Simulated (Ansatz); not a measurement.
Runs of Ansatz 0.2.0 on C. The structure is hexagonal, space group P6_3/mmc (No. 194). The conventional cell has a = 2.522 Å, b = 2.522 Å, c = 12.356 Å, α = 90.00°, β = 90.00°, γ = 120.00°. C (site symmetry 3m) has 4 C at 1.54 Å as nearest neighbours. Around C (site symmetry 3m) lie 4 C at 1.54 Å. C (site symmetry 3m) is surrounded by 4 C at 1.54 Å. This is a hexagonal form of diamond, not graphite.

| task | level | cell | smearing | gap on the mesh (eV) | pressure (GPa) | relaxed volume (Å³/atom) |
| --- | --- | --- | --- | --- | --- | --- |
| relaxation of cell and atoms | revPBE+D4 | relaxed | fermi-dirac 0.05 eV | 4.49 | 0.0 | 5.59 |
| relaxation of cell and atoms | RPBE+D4 | relaxed | fermi-dirac 0.05 eV | 4.49 | 0.0 | 5.60 |
| relaxation of cell and atoms | PBEsol+D4 | relaxed | fermi-dirac 0.05 eV | 4.38 | 0.0 | 5.58 |
| relaxation of cell and atoms | revPBE | relaxed | fermi-dirac 0.05 eV | 4.41 | 0.0 | 5.76 |
| relaxation of cell and atoms | RPBE+D3(BJ) | relaxed | fermi-dirac 0.05 eV | 4.51 | 0.0 | (c) |
| relaxation of cell and atoms | BLYP | relaxed | fermi-dirac 0.05 eV | 4.67 | 0.0 | 5.82 |
| relaxation of cell and atoms | PBE | relaxed | fermi-dirac 0.05 eV | (a) | 0.0 | 5.70 |
| relaxation of cell and atoms | PBEsol+D3(BJ) | relaxed | fermi-dirac 0.05 eV | 4.38 | 0.0 | 5.57 |
| single point | PBE | as given | gaussian 0.012 eV | 4.39 | 2.1 | - |
| relaxation of cell and atoms | PBE+D4 | relaxed | fermi-dirac 0.05 eV | 4.47 | 0.0 | 5.63 |
| relaxation of cell and atoms | BLYP+D4 | relaxed | fermi-dirac 0.05 eV | 4.74 | 0.0 | (b) |
| relaxation of cell and atoms | PBE+D3(BJ) | relaxed | fermi-dirac 0.05 eV | 4.47 | 0.0 | 5.63 |

Alike in all rows: potentials or basis Ansatz PAW; no spin polarisation; k mesh 12 × 12 × 3; cutoff (eV) 420.

Q: Fill in the values left out.

A: (a) 4.44; (b) 5.68; (c) 5.54.

Caveats: odd divisions of the mesh miss points on the zone boundary, where band edges often lie, so the gap on the mesh can be too wide; the plane-wave basis is chosen anew once the cell has moved, so the energies of steps on either side of that aren't comparable (some runs); the PAW data sets come from PBE, with cores solved anew for the run's functional, which leaves a small shift of forces and pressure (some runs).

A k mesh can miss the band edges.
